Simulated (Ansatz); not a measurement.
The following input was run with Ansatz 0.2.0.

```yaml
crystal:
  lattice:
    - [0.0, 2.2799277583, 2.2799277583]
    - [2.2799277583, 0.0, 2.2799277583]
    - [2.2799277583, 2.2799277583, 0.0]
  atoms:
    - { symbol: Nb, position: [0.0, 0.0, 0.0] }
    - { symbol: H, position: [0.25, 0.25, 0.25] }
    - { symbol: H, position: [0.75, 0.75, 0.75] }
basis:
  ecutwfc: 420
kpoints:
  mp_grid: { grid: [16, 16, 16] }
  band_path:
    path:
      - [[0.0, 0.0, 0.0], [0.5, 0.0, 0.5], [0.625, 0.25, 0.625]]
      - [[0.375, 0.375, 0.75], [0.0, 0.0, 0.0], [0.5, 0.5, 0.5], [0.5, 0.25, 0.75], [0.5, 0.0, 0.5]]
    npoints: 14
hamiltonian:
  xc: pbesol
scf:
  occupations: { method: gaussian, width: 0.1 }
  n_extra_bands: 7
output:
  forces: true
  stress: true
  eigenvalues: true
  populations: true
  dos: { projected: true, de: 0.02, nscf_kmesh: { grid: [24, 24, 24] } }
  bader: true
  write_density: true
  write_potential: true
  elf: true
  volumetric_format: npy
```

Command:
```bash
ansatz run input.yaml --threads 1 --pin off --max-ram 2560MiB --backend cpu --events-out ev --progress --plain --runs-dir out
```

These are results of DFT PBEsol, scalar-relativistic, plane waves, PAW (Ansatz 0.2.0), not measurements.

Abridged output (iterations and final results):

```
SCF iter   1: F=—  HF=-4527.697705 eV  |F-HF|=—  |Δ(HF+E_count)|=         —  Δρ=7.80e-3  dr2=9.05e-3  ethr=1.77e-3  ⟨swp⟩=5.2  Hψ=11986  notcnv=0  defer=62
SCF iter   2: F=—  HF=-4527.695681 eV  |F-HF|=—  |Δ(HF+E_count)|=   2.02e-3  Δρ=4.18e-3  dr2=2.80e-3  ethr=6.03e-5  ⟨swp⟩=1.0  Hψ=3335  notcnv=0  defer=72
SCF iter   3: F=—  HF=-4527.694827 eV  |F-HF|=—  |Δ(HF+E_count)|=   8.54e-4  Δρ=3.21e-4  dr2=2.47e-5  ethr=1.87e-5  ⟨swp⟩=2.0  Hψ=2133  notcnv=0  defer=72
SCF iter   4: F=—  HF=-4527.694817 eV  |F-HF|=—  |Δ(HF+E_count)|=   9.51e-6  Δρ=1.47e-4  dr2=3.18e-6  ethr=1.65e-7  ⟨swp⟩=2.3  Hψ=2856  notcnv=0  defer=72
SCF iter   5: F=-4527.694817 eV  HF=-4527.694817 eV  |F-HF|=3.03e-8  |Δ(HF+E_count)|=   4.55e-7  Δρ=3.31e-5  dr2=7.41e-8  ethr=2.12e-8  ⟨swp⟩=2.6  Hψ=2908  notcnv=0  defer=72
SCF iter   6: F=-4527.694817 eV  HF=-4527.694817 eV  |F-HF|=1.04e-9  |Δ(HF+E_count)|=   3.67e-8  Δρ=6.12e-6  dr2=3.19e-9  ethr=4.94e-10  ⟨swp⟩=9.5  Hψ=12005  notcnv=0
SCF 1 converged in 6 iterations: F = -4527.694817 eV  dr2 = 3.19e-9
SCF converged after 6 iterations
Free energy (F): -4527.694817 eV
Harris-Foulkes:  -4527.694817 eV  (|F-HF|=1.04e-9)
Internal energy: -4527.690352 eV  (E = F + TS)
E sigma→0 (E₀):  -4527.692584 eV
Entropy (-TS):   -0.004465 eV (-1.488 meV/atom)
Fermi energy:    15.071690 eV
--- Per-component energies (eV) ---
  E_band       = -104.912996
  E_kinetic    = 422.799717
  E_local      = -806.380047  (includes V_loc(G=0)·N_el)
  E_nonlocal   = 124.022332
  E_hartree    = 250.479124
  E_xc         = -192.984253
  E_vxc        = -236.705367  (∫ρ·V_xc dr)
  E_paw        = -3018.607136  (= ΣΔE_a)
  E_vpaw       = -109.605115  (= ΣTr[D̂ρ^β])
  E_aug_tail   = -0.002376  (compensation charges beyond the density's cutoff)
  E_ewald      = -1307.206422
  E_core_change = 0.188709  (= ΣΔE_core)
  E_smearing   = -0.004465  (= −TS)
--- Forces (eV/Å), atoms counted from 1 ---
  atom   1  Nb     0.00000000     0.00000000     0.00000000
  atom   2  H      0.00000000     0.00000000     0.00000000
  atom   3  H      0.00000000     0.00000000     0.00000000
--- Stress (GPa, compression-positive) ---
       -5.020799       0.000000       0.000000
        0.000000      -5.020799       0.000000
        0.000000       0.000000      -5.020799
  P = ⅓ Tr σ = -5.0208 GPa (-50.208 kbar)
--- Band table (eV; the first three rows and the last of 145) ---
  k-point 0: bands = ["-40.2351", "-16.0393", "-16.0393", "-16.0393", "4.3757", "13.6914", "13.6914", "13.6914", "13.9904", "16.3263", "16.3263", "27.3594", "28.3261", "28.3261", "28.3261"]
  k-point 1: bands = ["-40.2318", "-16.0672", "-16.0427", "-16.0427", "4.4836", "12.5987", "13.7467", "13.7467", "15.2137", "16.2790", "16.2790", "26.2983", "28.5384", "28.5384", "29.4541"]
  k-point 2: bands = ["-40.2225", "-16.1459", "-16.0523", "-16.0523", "4.7934", "11.5377", "13.8913", "13.8913", "16.1761", "16.1761", "16.6525", "25.0632", "29.1483", "29.1483", "30.4147"]
  k-point 144: bands = ["-40.1199", "-16.4981", "-16.4981", "-16.2781", "8.6695", "8.6695", "11.8743", "15.3768", "17.9467", "19.9351", "19.9351", "21.5060", "24.7350", "28.5378", "28.5378"]
--- Löwdin populations: 3 sites ---
  site symbol q [e]
     0     Nb     12.8011
     1      H      1.0744
     2      H      1.0744
  spilling = 0.003331 (of n_electrons = 15.000000)
--- Bader charges: 3 sites ---
  site symbol charge [e]  shift [e]
     0     Nb      1.2105     0.0013
     1      H     -0.6053     0.0007
     2      H     -0.6053     0.0007
  estimated error of the sums over rays = 1.7e-4 e
```

The run converged.

The run took 26 s on 1 thread of AMD EPYC 7R43 64-Core Processor (Zen 3), on a shared host, peak memory 0.41 GiB.